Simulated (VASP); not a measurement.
Input of a VASP 6.6.1 run:

Contents of INCAR:

```
SYSTEM = GaAs
PREC = Accurate
ENCUT = 520
EDIFF = 1E-7
ISMEAR = 0
SIGMA = 0.023
LREAL = .False.
LASPH = .True.
NELM = 60
ALGO = Fast
ISIF = 2
LWAVE = .False.
LCHARG = .False.
GGA = PE
NBANDS = 16
```

The input KPOINTS:

```
Automatic mesh
0
Gamma
  8 8 8
  0 0 0
```

The input POSCAR:

```
GaAs
1.0
    0.0000000000      2.8268500000      2.8268500000
    2.8268500000      0.0000000000      2.8268500000
    2.8268500000      2.8268500000      0.0000000000
As Ga
1 1
Direct
    0.7500000000      0.7500000000      0.7500000000
    0.0000000000      0.0000000000      0.0000000000
```

Potentials or basis: VASP PAW PBE potentials, release 64 (As, Ga_d).

Run with:

```console
$ cat potpaw_PBE.64/As/POTCAR potpaw_PBE.64/Ga_d/POTCAR > POTCAR
$ mpirun -np 1 vasp_std > vasp.out
```

Q: What does it give for the band gap on the k mesh?

A: 0.52 eV, direct.

Q: Predict the pressure.

A: 3.5 GPa.

**What was measured.**

From “Evidence of valence band perturbations in GaAsN/GaAs(001): A combined variable-angle spectroscopic ellipsometry and modulated photoreflectance investigation”, 2008, arxiv:0805.2212, for a bulk crystal of GaAs at 300 K: band gap 1.418 ± 0.005 eV (direct).

Measured gap of GaAs: 1.418 eV (direct; 300 K; “Evidence of valence band perturbations in GaAsN/GaAs(001): A combined variable-angle spectroscopic ellipsometry and modulated photoreflectance investigation”, 2008, arxiv:0805.2212). This calculation gives 0.52 eV (-0.90 eV). 3 values of this kind are on record (1.412 to 1.51 eV); this one was drawn at random among those near their median, those with a stated uncertainty first. Spin-orbit coupling on As, Ga is left out. The value is that of PBE on a finite k mesh, which can miss the band edges, without temperature or zero-point motion. Semilocal functionals fall short of measured gaps as a rule.
